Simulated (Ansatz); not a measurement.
Data:

ZrO2:
```
CELL_PARAMETERS angstrom
      3.58844     0.00000     0.00000
      0.00000     3.58844     0.00000
      0.00000     0.00000     5.20008
ATOMIC_POSITIONS crystal
  Zr 0.00000 0.00000 0.00000
  Zr 0.50000 0.50000 0.50000
  O  0.00000 0.50000 0.19825
  O  0.00000 0.50000 0.69825
  O  0.50000 0.00000 0.30175
  O  0.50000 0.00000 0.80175
```

This is the HSE06-relaxed structure.

Problem. All from DFT-HSE06 in the program Ansatz with PAW potentials, unless another level is named. Predict the smallest direct gap on the standard path.

Solution. 5.83 eV.

Problem. And the band gap?

Solution. 5.74 eV (indirect).

Problem. Next, the conduction-band minimum?

Solution. at Γ.

Problem. What about the valence-band maximum?

Solution. on the M–Γ line, 55 % of the way from M.

Space group P4_2/nmc. This is a known high-temperature phase of the composition, computed here at zero pressure and temperature. The cell was relaxed with HSE06 under the symmetry of its start; its stability against distortions is not shown here. No spin polarisation was allowed. The hybrid was solved on a coarse mesh, the path and, where they were found, the r²SCAN edge points; its band edges are the extreme levels among these. Scalar-relativistic: spin–orbit coupling is off unless named, which matters more the heavier the elements.

Potentials: the later of the program's two PAW sets.
